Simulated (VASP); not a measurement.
A run of VASP 6.6.1 is set up as follows.

The input INCAR:

```
SYSTEM = Na
PREC = Accurate ; ENCUT = 520
EDIFF = 1E-7 ; ISMEAR = -1
SIGMA = 0.05 ; LREAL = .FALSE.
LASPH = .TRUE. ; NELM = 80
ALGO = Normal ; ISIF = 2
LWAVE = .FALSE. ; LCHARG = .TRUE.
GGA = PE ; LELF = .TRUE.
LVHAR = .TRUE. ; NBANDS = 14
```

File KPOINTS:

```
Automatic mesh
0
G
  8 8 5
  0 0 0
```

The input POSCAR:

```
Na
1.0
    3.7670000000      0.0000000000      0.0000000000
   -1.8835000000      3.2623176961      0.0000000000
    0.0000000000      0.0000000000      6.1540000000
Na
2
Direct
    0.6666666667      0.3333333333      0.7500000000
    0.3333333333      0.6666666667      0.2500000000
```

Potentials or basis: VASP PAW PBE potentials, release 64 (Na_pv).

The run is started by

```console
$ cat potpaw_PBE.64/Na_pv/POTCAR > POTCAR
$ mpirun -np 1 vasp_std > vasp.out
```

Problem. Estimate the band gap on the k mesh.

Solution. None (metal or under the smearing width).

Problem. What does it give for the pressure?

Solution. -0.2 GPa.

Stress tensor (GPa, compression positive):
```
-0.07  0.00  0.00
 0.00 -0.07  0.00
 0.00  0.00 -0.31
```
